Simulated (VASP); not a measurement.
This VASP 6.6.1 run on P needs a look.

run.py

```python
from ase.calculators.vasp import Vasp
from ase.spacegroup import crystal

atoms = crystal(
    ['P'],
    basis=[[0.0, 0.25, 0.94669089]],
    spacegroup=74,
    setting=1,
    cellpar=[3.38302009, 5.03033007, 3.71788827, 90.0, 90.0, 90.0],
    primitive_cell=True,
)
calc = Vasp(
    directory='calc',
    xc='lda',
    pp='LDA',
    setups='minimal',
    prec='Accurate',
    encut=580,
    ediff=1e-07,
    ismear=-1,
    sigma=0.02,
    lreal=False,
    lasph=True,
    nelm=82,
    algo='Fast',
    isif=3,
    lwave=False,
    lcharg=False,
    ibrion=1,
    nsw=30,
    ediffg=-0.02,
    potim=5.0,
    kpts=[11, 11, 11],
    gamma=True,
)
atoms.calc = calc

print('energy (eV):', atoms.get_potential_energy())
print('free energy (eV):', atoms.get_potential_energy(force_consistent=True))
print('forces (eV/A):')
print(atoms.get_forces())
print('stress (eV/A^3, Voigt):', atoms.get_stress())
print('Fermi level (eV):', calc.get_fermi_level())
print('cell (A, degrees):', atoms.cell.cellpar())
print('volume (A^3):', atoms.get_volume())
print('scaled positions:')
print(atoms.get_scaled_positions())
```

Potentials or basis: VASP PAW LDA potentials, release 64 (P).

Command:

```bash
$ python run.py
```

Output:

```text

```

OUTCAR:

```text
ENCUT = 580.000000
   POTIM = 5.000000
   EDIFF = 1.00e-07
[... 1060 lines left out ...]
  free energy    TOTEN  =        -9.04427584 eV

  energy without entropy =       -9.04310794  energy(sigma->0) =       -9.04369189
```

Task: Diagnose the run.

Result: The run was cut off at its time limit. The input holds a flaw that was put in on purpose: ionic step far too long (POTIM = 5; IBRION = 1).
